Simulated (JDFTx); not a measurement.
# Co (P6_3/mmc) in JDFTx: notebook

One crystal, Co, is run at these levels: PBE+U; tasks: single point, band structure.

Everything below comes from runs of JDFTx 1.7.0 (patched build). Logs are shortened: lines on timing, memory, paths and dates and some standing lists are left out, and cuts for length are marked. The log counts tension as positive stress, the text compression.

### 1 The crystal as given

It takes space group P6_3/mmc (No. 194, hexagonal). The conventional cell has a = 2.472 Å, b = 2.472 Å, c = 4.021 Å, α = 90.00°, β = 90.00°, γ = 120.00°. Around Co (site symmetry -6m2) lie 12 Co at 2.47 Å.

### 2 Single point, PBE+U, collinear spin, ferromagnetic start

Contents of Co.in:

```
lattice \
    4.6714027971    -2.3357013986     0.0000000000 \
    0.0000000000     4.0455534936     0.0000000000 \
    0.0000000000     0.0000000000     7.5988610189
coords-type Cartesian
ion Co     2.3357013988     1.3485178311     5.6991457641 1
ion Co    -0.0000000002     2.6970356625     1.8997152547 1

ion-species pseudo/Co.upf
elec-cutoff 48 384
elec-ex-corr gga-PBE
kpoint-folding 5 5 3
elec-smearing Fermi 0.0018374661
elec-n-bands 26
spintype z-spin
initial-magnetic-moments Co 2 2
elec-initial-magnetization 4 no
add-U Co d 0.146997
electronic-SCF nIterations 100 energyDiffThreshold 1e-09
electronic-minimize nIterations 30 energyDiffThreshold 1e-7
converge-empty-states yes
forces-output-coords Cartesian

dump-name run.$VAR
dump End Ecomponents EigStats BandEigs Kpoints Forces Stress ElecDensity RhoAtom Dtot
```

Potentials or basis: PseudoDojo-SR-PBE-0.5-standard with smoothed tails.

Run with:

```sh
jdftx -c 1 -i Co.in -o Co.out
```

What it wrote:

```text
*************** JDFTx 1.7.0 (patched build) ***************

Input parsed successfully to the following command list (including defaults):
[... the input with its defaults ...]

---------- Setting up symmetries ----------

Found 24 point-group symmetries of the bravais lattice
Found 24 space-group symmetries with basis
Applied RMS atom displacement 2.39936e-10 bohrs to make symmetries exact.

---------- Initializing the Grid ----------
R =
[       4.6714      -2.3357            0  ]
[            0      4.04555            0  ]
[            0            0      7.59886  ]
unit cell volume = 143.606
G =
[    1.34503   0.776554         -0  ]
[          0    1.55311          0  ]
[          0         -0   0.826859  ]
Minimum fftbox size, Smin = [  44  44  68  ]
Chosen fftbox size, S = [  48  48  70  ]

---------- Initializing tighter grid for wavefunction operations ----------
R =
[       4.6714      -2.3357            0  ]
[            0      4.04555            0  ]
[            0            0      7.59886  ]
unit cell volume = 143.606
G =
[    1.34503   0.776554         -0  ]
[          0    1.55311          0  ]
[          0         -0   0.826859  ]
Minimum fftbox size, Smin = [  32  32  48  ]
Chosen fftbox size, S = [  32  32  48  ]

---------- Exchange Correlation functional ----------
Initalized PBE GGA exchange.
Initalized PBE GGA correlation.

---------- Setting up pseudopotentials ----------
Width of ionic core gaussian charges (only for fluid interactions / plotting) set to 0

Reading pseudopotential file 'pseudo/Co.upf':
  'Co' pseudopotential, 'PBE' functional
  Generated using ONCVPSP code by D. R. Hamann
  17 valence electrons, 4 orbitals, 6 projectors, 1001 radial grid points, with lMax = 2
    3S    l: 0   occupation:  2.0   eigenvalue: -3.763303
    3P    l: 1   occupation:  6.0   eigenvalue: -2.412101
    3D    l: 2   occupation:  7.0   eigenvalue: -0.301498
    4S    l: 0   occupation:  2.0   eigenvalue: -0.201022
  Core radius for overlap checks: 1.60 bohrs.

Initialized 1 species with 2 total atoms.

Folded 1 k-points by 5x5x3 to 75 k-points.

---------- Setting up k-points, bands, fillings ----------
Reduced to 10 k-points under symmetry.
Computing the number of bands and number of electrons
Calculating initial fillings.
nElectrons:  34.000000   nBands: 26   nStates: 20

----- Setting up reduced wavefunction bases (one per k-point) -----
average nbasis = 2280.707 , ideal nbasis = 2281.023

---------- Setting up ewald sum ----------
Optimum gaussian width for ewald sums = 1.861214 bohr.
Real space sum over 1521 unit cells with max indices [  6  6  4  ]
Reciprocal space sum over 2057 terms with max indices [  5  5  8  ]

---------- Allocating electronic variables ----------
Initializing wave functions:  linear combination of atomic orbitals
Note: number of bands (26) exceeds available atomic orbitals (20)
Co (M=2) pseudo-atom majority spin occupations:   s ( 1 0.5 )  p ( 3 )  d ( 5 )
Co (M=2) pseudo-atom minority spin occupations:   s ( 1 0 )  p ( 3 )  d ( 3.5 )
	FillingsUpdate:  mu: +1.279659917  nElectrons: 34.000000  magneticMoment: [ Abs: 2.01389  Tot: +2.00000 ]
LCAOMinimize: Iter:   0  F: -282.6904912635776554  |grad|_K:  1.585e-02  alpha:  1.000e+00
	FillingsUpdate:  mu: +0.845479771  nElectrons: 34.000000  magneticMoment: [ Abs: 2.97171  Tot: +2.77441 ]
LCAOMinimize: Iter:   1  F: -284.6265008930005820  |grad|_K:  6.600e-03  alpha:  3.854e-01  linmin: -3.495e-01  cgtest:  5.524e-01
LCAOMinimize: Encountered beta<0, resetting CG.
[... 40 lines of inner loops ...]
LCAOMinimize: Iter:  16  F: -284.7623941248116921  |grad|_K:  6.971e-06  alpha:  1.587e+00  linmin:  5.101e-03  cgtest: -5.839e-03
	FillingsUpdate:  mu: +0.735435775  nElectrons: 34.000000  magneticMoment: [ Abs: 4.13331  Tot: +3.91999 ]
LCAOMinimize: Iter:  17  F: -284.7623943405444606  |grad|_K:  2.589e-06  alpha:  6.681e-01  linmin:  7.457e-04  cgtest:  4.194e-02
LCAOMinimize: Converged (|Delta F|<1.000000e-06 for 2 iters).

-------- Electronic minimization -----------
Will mix electronic density at each iteration.
	FillingsUpdate:  mu: +0.735435775  nElectrons: 34.000000  magneticMoment: [ Abs: 4.13331  Tot: +3.91999 ]
	FillingsUpdate:  mu: +0.731943389  nElectrons: 34.000000  magneticMoment: [ Abs: 4.13331  Tot: +3.91999 ]
SCF: Cycle:  0   F: -284.788926127936747   dF: -2.653e-02   |Residual|: 9.951e-02   |deigs|: 7.004e-02
	FillingsUpdate:  mu: +0.717207220  nElectrons: 34.000000  magneticMoment: [ Abs: 4.21619  Tot: +3.91999 ]
SCF: Cycle:  1   F: -284.795086751460190   dF: -6.161e-03   |Residual|: 3.562e-02   |deigs|: 1.962e-02
	FillingsUpdate:  mu: +0.719900445  nElectrons: 34.000000  magneticMoment: [ Abs: 4.17521  Tot: +3.91978 ]
SCF: Cycle:  2   F: -284.795530800459858   dF: -4.440e-04   |Residual|: 1.169e-02   |deigs|: 4.032e-03
	FillingsUpdate:  mu: +0.720353498  nElectrons: 34.000000  magneticMoment: [ Abs: 4.17759  Tot: +3.91996 ]
SCF: Cycle:  3   F: -284.795537477124526   dF: -6.677e-06   |Residual|: 3.635e-03   |deigs|: 6.739e-04
	FillingsUpdate:  mu: +0.720236971  nElectrons: 34.000000  magneticMoment: [ Abs: 4.17754  Tot: +3.91995 ]
SCF: Cycle:  4   F: -284.795538739242375   dF: -1.262e-06   |Residual|: 1.547e-03   |deigs|: 1.704e-04
	FillingsUpdate:  mu: +0.720194947  nElectrons: 34.000000  magneticMoment: [ Abs: 4.17598  Tot: +3.91991 ]
SCF: Cycle:  5   F: -284.795538796246660   dF: -5.700e-08   |Residual|: 5.397e-04   |deigs|: 9.708e-05
	FillingsUpdate:  mu: +0.720227943  nElectrons: 34.000000  magneticMoment: [ Abs: 4.17611  Tot: +3.91991 ]
SCF: Cycle:  6   F: -284.795538876877629   dF: -8.063e-08   |Residual|: 2.269e-04   |deigs|: 6.817e-05
	FillingsUpdate:  mu: +0.720231137  nElectrons: 34.000000  magneticMoment: [ Abs: 4.17630  Tot: +3.91992 ]
SCF: Cycle:  7   F: -284.795538884021482   dF: -7.144e-09   |Residual|: 1.744e-04   |deigs|: 5.103e-05
	FillingsUpdate:  mu: +0.720231872  nElectrons: 34.000000  magneticMoment: [ Abs: 4.17643  Tot: +3.91992 ]
SCF: Cycle:  8   F: -284.795538887000362   dF: -2.979e-09   |Residual|: 1.231e-04   |deigs|: 4.094e-05
	FillingsUpdate:  mu: +0.720236342  nElectrons: 34.000000  magneticMoment: [ Abs: 4.17655  Tot: +3.91992 ]
SCF: Cycle:  9   F: -284.795538889377099   dF: -2.377e-09   |Residual|: 4.507e-05   |deigs|: 3.559e-05
	FillingsUpdate:  mu: +0.720238651  nElectrons: 34.000000  magneticMoment: [ Abs: 4.17658  Tot: +3.91992 ]
SCF: Cycle: 10   F: -284.795538889816953   dF: -4.399e-10   |Residual|: 1.612e-05   |deigs|: 3.291e-05
	FillingsUpdate:  mu: +0.720239261  nElectrons: 34.000000  magneticMoment: [ Abs: 4.17660  Tot: +3.91992 ]
SCF: Cycle: 11   F: -284.795538889888235   dF: -7.128e-11   |Residual|: 5.206e-06   |deigs|: 3.008e-05
SCF: Converged (|Delta E|<1.000000e-09 for 2 iters).

Setting wave functions to eigenvectors of Hamiltonian
Converging empty states (this may take a while): |deigs|: 8.555e-04

# Stress tensor in Cartesian coordinates [Eh/a0^3]:
[ -0.000269684            0            0  ]
[            0 -0.000269684            0  ]
[            0            0  -0.00115281  ]

# Ionic positions in cartesian coordinates:
ion Co   2.335701398583333   1.348517831200000   5.699145764124999 1
ion Co   0.000000000016666   2.697035662400000   1.899715254674999 1

# Forces in Cartesian coordinates:
force Co   0.000000000000000  -0.000000000000000   0.000000000000000 1
force Co  -0.000000000000000   0.000000000000000   0.000000000000000 1

# Energy components:
   Eewald =     -200.8186204397056827
       EH =       74.6790754887653350
     Eloc =     -221.8616278813399845
      Enl =      -37.7775401517866882
      Exc =      -56.1666565772282667
 Exc_core =       21.0945619236208515
       KE =      135.8923808206441208
        U =        0.1633582035464242
-------------------------------------
     Etot =     -284.7950686134838634
       TS =        0.0004702764043465
-------------------------------------
        F =     -284.7955388898882347

IonicMinimize: Iter:   0  F: -284.795538889888235  |grad|_K:       -nan
IonicMinimize: None of the convergence criteria satisfied after 0 iterations.

#--- Lowdin population analysis ---
# oxidation-state Co +0.220 +0.220
# magnetic-moments Co +2.030 +2.030

Dumping 'run.eigStats' ...
	eMin: -2.801022 at state 0 ( [ +0.000000 +0.000000 +0.000000 ] spin 1 )
	HOMO: +0.717961 at state 15 ( [ +0.000000 +0.400000 +0.333333 ] spin -1 )
	mu  : +0.720239
	LUMO: +0.726041 at state 16 ( [ +0.200000 +0.200000 +0.000000 ] spin -1 )
	eMax: +1.684363 at state 11 ( [ +0.000000 +0.000000 +0.333333 ] spin -1 )
	HOMO-LUMO gap: +0.008080
	Optical gap  : +0.011044 at state 15 ( [ +0.000000 +0.400000 +0.333333 ] spin -1 )
Done!
[note: the HOMO, LUMO and gaps printed at the end count levels as full or empty at half filling, so they show a gap where a level is partly filled]
```

Run time: 60 s. Hardware: 1 thread of Intel Xeon Platinum 8488C (Sapphire Rapids), shared host; peak memory 0.16 GiB.

The run converged, but some of its settings lie outside the range that counts as converged, so its numbers aren't taken as properties of the crystal.

What came out:

```yaml
Free_energy: -7749.6814 eV
Pressure: 16.6 GPa
Band_gap_on_the_k_mesh: none (metal or under the smearing width)
Net_moment: 3.92 μB per cell
Absolute_moment: 4.18 μB per cell
Site_moments: Co +2.03 μB
```

Caveat: the k mesh is coarse (spacing up to 0.59 Å⁻¹), so the values aren't converged; the U is typed as a test and isn't derived for this compound.

### 3 Band structure, PBE+U, collinear spin, ferromagnetic start

Contents of bands.in:

```
lattice \
    4.6714027971    -2.3357013986     0.0000000000 \
    0.0000000000     4.0455534936     0.0000000000 \
    0.0000000000     0.0000000000     7.5988610189
coords-type Cartesian
ion Co     2.3357013988     1.3485178311     5.6991457641 1
ion Co    -0.0000000002     2.6970356625     1.8997152547 1

ion-species pseudo/Co.upf
elec-cutoff 48 384
elec-ex-corr gga-PBE
elec-smearing Fermi 0.0018374661
elec-n-bands 26
spintype z-spin
initial-magnetic-moments Co 2 2
elec-initial-magnetization 3.91992 yes
add-U Co d 0.146997
electronic-minimize nIterations 30 energyDiffThreshold 1e-06
davidson-band-ratio 1.3
forces-output-coords Cartesian
include path.kpoints
symmetries none
fix-electron-density run.$VAR

dump-name bands.$VAR
dump End Ecomponents EigStats BandEigs Kpoints Forces
```

Contents of path.kpoints:

```
kpoint +0.0000000000 +0.0000000000 +0.0000000000 0.020000000000
kpoint +0.0833333333 +0.0000000000 +0.0000000000 0.020000000000
kpoint +0.1666666667 +0.0000000000 +0.0000000000 0.020000000000
kpoint +0.2500000000 +0.0000000000 +0.0000000000 0.020000000000
kpoint +0.3333333333 +0.0000000000 +0.0000000000 0.020000000000
kpoint +0.4166666667 +0.0000000000 +0.0000000000 0.020000000000
kpoint +0.5000000000 +0.0000000000 +0.0000000000 0.020000000000
kpoint +0.4444444444 +0.1111111111 +0.0000000000 0.020000000000
kpoint +0.3888888889 +0.2222222222 +0.0000000000 0.020000000000
kpoint +0.3333333333 +0.3333333333 +0.0000000000 0.020000000000
kpoint +0.2916666667 +0.2916666667 +0.0000000000 0.020000000000
kpoint +0.2500000000 +0.2500000000 +0.0000000000 0.020000000000
kpoint +0.2083333333 +0.2083333333 +0.0000000000 0.020000000000
kpoint +0.1666666667 +0.1666666667 +0.0000000000 0.020000000000
kpoint +0.1250000000 +0.1250000000 +0.0000000000 0.020000000000
kpoint +0.0833333333 +0.0833333333 +0.0000000000 0.020000000000
kpoint +0.0416666667 +0.0416666667 +0.0000000000 0.020000000000
kpoint +0.0000000000 +0.0000000000 +0.0000000000 0.020000000000
kpoint +0.0000000000 +0.0000000000 +0.1666666667 0.020000000000
kpoint +0.0000000000 +0.0000000000 +0.3333333333 0.020000000000
kpoint +0.0000000000 +0.0000000000 +0.5000000000 0.020000000000
kpoint +0.0714285714 +0.0000000000 +0.5000000000 0.020000000000
kpoint +0.1428571429 +0.0000000000 +0.5000000000 0.020000000000
kpoint +0.2142857143 +0.0000000000 +0.5000000000 0.020000000000
kpoint +0.2857142857 +0.0000000000 +0.5000000000 0.020000000000
kpoint +0.3571428571 +0.0000000000 +0.5000000000 0.020000000000
kpoint +0.4285714286 +0.0000000000 +0.5000000000 0.020000000000
kpoint +0.5000000000 +0.0000000000 +0.5000000000 0.020000000000
kpoint +0.4583333333 +0.0833333333 +0.5000000000 0.020000000000
kpoint +0.4166666667 +0.1666666667 +0.5000000000 0.020000000000
kpoint +0.3750000000 +0.2500000000 +0.5000000000 0.020000000000
kpoint +0.3333333333 +0.3333333333 +0.5000000000 0.020000000000
kpoint +0.2962962963 +0.2962962963 +0.5000000000 0.020000000000
kpoint +0.2592592593 +0.2592592593 +0.5000000000 0.020000000000
kpoint +0.2222222222 +0.2222222222 +0.5000000000 0.020000000000
kpoint +0.1851851852 +0.1851851852 +0.5000000000 0.020000000000
kpoint +0.1481481481 +0.1481481481 +0.5000000000 0.020000000000
kpoint +0.1111111111 +0.1111111111 +0.5000000000 0.020000000000
kpoint +0.0740740741 +0.0740740741 +0.5000000000 0.020000000000
kpoint +0.0370370370 +0.0370370370 +0.5000000000 0.020000000000
kpoint +0.0000000000 +0.0000000000 +0.5000000000 0.020000000000
kpoint +0.5000000000 +0.0000000000 +0.5000000000 0.020000000000
kpoint +0.5000000000 +0.0000000000 +0.3333333333 0.020000000000
kpoint +0.5000000000 +0.0000000000 +0.1666666667 0.020000000000
kpoint +0.5000000000 +0.0000000000 +0.0000000000 0.020000000000
kpoint +0.3333333333 +0.3333333333 +0.0000000000 0.020000000000
kpoint +0.3333333333 +0.3333333333 +0.1250000000 0.020000000000
kpoint +0.3333333333 +0.3333333333 +0.2500000000 0.020000000000
kpoint +0.3333333333 +0.3333333333 +0.3750000000 0.020000000000
kpoint +0.3333333333 +0.3333333333 +0.5000000000 0.020000000000
```

Potentials or basis: PseudoDojo-SR-PBE-0.5-standard with smoothed tails.

Run with:

```sh
jdftx -c 1 -i bands.in -o bands.out
```

Run time: 39 s. Hardware: 1 thread of Intel Xeon Platinum 8488C (Sapphire Rapids), shared host; peak memory 0.17 GiB.

The run converged, but some of its settings lie outside the range that counts as converged, so its numbers aren't taken as properties of the crystal.

What came out:

```yaml
Band_gap_along_the_path: none (metal or under the smearing width)
```

Caveat: the k mesh is coarse (spacing up to 0.59 Å⁻¹), so the values aren't converged; the U is typed as a test and isn't derived for this compound.

### 4 Single point, PBE+U, collinear spin, ferromagnetic start

Edit Co.in of step 2 so:

```diff
@@ -17,3 +17,3 @@
 elec-initial-magnetization 4 no
-add-U Co d 0.146997
+add-U Co d 0.220496
 electronic-SCF nIterations 100 energyDiffThreshold 1e-09
@@ -24,2 +24,2 @@
 dump-name run.$VAR
-dump End Ecomponents EigStats BandEigs Kpoints Forces Stress ElecDensity RhoAtom Dtot
+dump End Ecomponents EigStats BandEigs Kpoints Forces Stress ElecDensity RhoAtom
```

Run with:

```sh
jdftx -c 1 -i Co.in -o Co.out
```

It took 51 s on 1 thread of Intel Xeon Platinum 8488C (Sapphire Rapids), shared host; peak memory 0.16 GiB.

The run converged, but some of its settings lie outside the range that counts as converged, so its numbers aren't taken as properties of the crystal.

Results:

```yaml
Free_energy: -7748.0119 eV
Pressure: 44.6 GPa
Band_gap_on_the_k_mesh: none (metal or under the smearing width)
Net_moment: 3.92 μB per cell
Absolute_moment: 4.08 μB per cell
Site_moments: Co +2.03 μB
```

Caveat: the k mesh is coarse (spacing up to 0.59 Å⁻¹), so the values aren't converged; a pressure of tens of GPa on the cell as given is suspect, and the run, the potentials or the cell itself is likely at fault; the U is typed as a test and isn't derived for this compound.
